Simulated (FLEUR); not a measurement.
Ge: equation of state with PBEsol

Crystal: Ge.

```
Ge
1.0
    -2.57449    2.57449    1.39741
     2.57449   -2.57449    1.39741
     2.57449    2.57449   -1.39741
Ge
2
Direct
  0.50000 0.50000 0.00000
  0.25000 0.75000 0.50000
```

This isn't the form of Ge at room conditions, which is diamond.

```
Program             : FLEUR MaX-R8.1 (later development tree)
Task                : equation of state
Functional          : PBEsol
Potentials or basis : all-electron
Basis               : FLAPW
Kmax                : 4.34 1/bohr
k mesh              : 11 × 11 × 11
Occupations         : fermi-dirac, width 0.05 eV
Spin                : no spin polarisation
```

| Item | Value |
| --- | --- |
| Equilibrium volume | 18.39 Å³/atom |
| Bulk modulus at fixed shape and positions | 79 GPa |
| Pressure derivative of the bulk modulus | 4.3 |

Energy against volume, from the lowest point:
| volume (Å³/atom) | energy (meV/atom) |
| --- | --- |
| 17.413 | 13.66 |
| 17.783 | 4.89 |
| 18.154 | 0.47 |
| 18.524 | 0.00 |
| 18.895 | 3.01 |
| 19.265 | 9.21 |
| 19.636 | 18.25 |

Caveat: the cell was scaled at fixed shape and fractional positions, which overstates the stiffness of a crystal with free parameters, most of all of layers and chains.
